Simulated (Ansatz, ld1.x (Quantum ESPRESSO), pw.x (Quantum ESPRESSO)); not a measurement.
## titanium (Ti) (bcc): variants of one TM potential in the solid

ld1.x (Quantum ESPRESSO) 7.5 input, shortened:

```
&input
   title='Ti', zed=22., rel=1, dft='PBE', iswitch=3,
   config='[Ar] 3d2 4s2 4p0'
 /
 &inputp
   pseudotype=2, tm=.true., lloc=-1, rcloc=2.40,
   nlcc=.true., rcore=1.00
 /
3
4S  1  0   2.00   0.00  2.40  2.40  0.0
4P  2  1   0.00   0.00  3.55  3.55  0.0
3D  3  2   2.00   0.00  2.00  2.00  0.0
 &test
   configts(1)='3d2 4s2 4p0'
 /
```

Crystal test: bcc Ti in pw.x 7.5, no spin, 14³ k-points, Fermi–Dirac smearing 0.01 Ry, cutoffs set for each file from its atomic test. The reference is all-electron LAPW (Ansatz 0.2.0) with the same functional, mesh and smearing; V0 and B0 come from Birch–Murnaghan fits to the pressures at five volumes. Errors are pseudo minus all-electron; Δ is the rms difference of the E(V) curves that follow from these fits, minima aligned, over ±6 % about the mean V0. Mesh and smearing are coarse, so the numbers serve the comparison and aren't converged zero-temperature values; the lattice is a test structure that the element need not adopt.

All-electron: a0 = 3.264 Å (V0 = 17.38 Å³/atom), B0 = 104.1 GPa.

Base: The largest radius (3.55 bohr) exceeds half the bond length (2.67 bohr), so the spheres overlap, which is one possible source of error among others. Atomic configuration tests: 1 of 7 tests not solved or not reliable. The logarithmic derivative shows an extra or strongly shifted pseudo pole above the reference energy (s near 0.78 Ry).

A dash in a converged row means that the minimum lies outside the volumes sampled.

| change | cutoffs (Ry) | pw.x | a0 (Å) | a0 error (%) | B0 error (%) | Δ (meV/atom) | mean pressure error (GPa) |
| --- | --- | --- | --- | --- | --- | --- | --- |
| base | 75/300 | converged | 3.254 | -0.30 | +2.2 | 3.5 | -0.93 |
| all radii but the core radius scaled by about 0.75 (s 1.80, p 2.68, d 1.50 bohr); local potential all-electron potential smoothed inside 1.80 bohr (lloc = -1) | 120/480 | converged; bound ghost | – | – | – | – | +20.54 |
| all radii but the core radius scaled by about 0.94 (s 2.26, p 3.34, d 1.88 bohr); local potential all-electron potential smoothed inside 2.26 bohr (lloc = -1) | 85/340 | converged; bound ghost | 3.236 | -0.85 | +2.9 | 10.1 | -2.65 |
| all radii but the core radius scaled by about 1.09 (s 2.60, p 3.86, d 2.18 bohr); local potential all-electron potential smoothed inside 2.60 bohr (lloc = -1) | 70/280 | converged | 3.278 | +0.43 | +1.9 | 5.2 | +1.44 |
| all radii but the core radius scaled by about 1.20 (s 2.88, p 4.28, d 2.40 bohr); local potential all-electron potential smoothed inside 2.88 bohr (lloc = -1) | 55/220 | converged | 3.303 | +1.20 | +0.5 | 14.6 | +4.07 |
| all radii but the core radius scaled by about 1.36 (s 3.26, p 4.82, d 2.72 bohr); local potential all-electron potential smoothed inside 3.26 bohr (lloc = -1) | 50/200 | converged | – | – | – | – | +7.47 |
